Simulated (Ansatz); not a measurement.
A surface is cut from this relaxed crystal of HfO2:

```cif
data_structure
_symmetry_space_group_name_H-M 'Fm-3m'
_symmetry_Int_Tables_number 225
_cell_length_a 5.0583
_cell_length_b 5.0583
_cell_length_c 5.0583
_cell_angle_alpha 90.000
_cell_angle_beta 90.000
_cell_angle_gamma 90.000
_cell_volume 129.43
loop_
_atom_site_label
_atom_site_type_symbol
_atom_site_symmetry_multiplicity
_atom_site_Wyckoff_symbol
_atom_site_fract_x
_atom_site_fract_y
_atom_site_fract_z
_atom_site_occupancy
Hf1 Hf 4 a 0.00000 0.00000 0.00000 1
O1 O 8 c 0.25000 0.75000 0.75000 1
```

Miller indices refer to the conventional cell of Fm-3m (No. 225), a = 5.058 Å, b = 5.058 Å, c = 5.058 Å, α = 90.00°, β = 90.00°, γ = 90.00°. The bulk's gap is 4.30 eV.

Method: DFT r2SCAN, scalar-relativistic, plane waves, PAW (Ansatz). Cutoff 500 eV, Gaussian smearing of 0.05 eV, no spin polarisation. A dipole correction acts along the normal.

This cut of an insulator is polar or leaves open shells, so the slab is metallic here; real surfaces compensate by reconstruction or adsorbates. The slab's middle planes relax by over 3 % too, so it holds no bulk-like region.

A relaxed slab with low-index faces, about a nanometre thick, has these properties:

```yaml
Surface_energy_mean_of_both_faces: 5.95 J/m²
Gap_of_the_slab_on_the_mesh: none (metal or semimetal)
Work_function: 5.02 eV (top), 9.35 eV (bottom)
Dipole_of_the_slab_along_+c_per_cell: 0.31 e·Å
```

Q: Which low-index plane was cut, and which atoms end it?

A: The (100) plane, with Hf in the top plane and O in the bottom one as cut, before relaxation. The planes from bottom to top: O2, Hf, O2, Hf, O2, Hf, O2, Hf, O2, Hf.

Spin-orbit coupling is left out, which matters for the bands of heavy elements.

The reference crystal is the fluorite-type form of HfO2, which isn't its usual structure.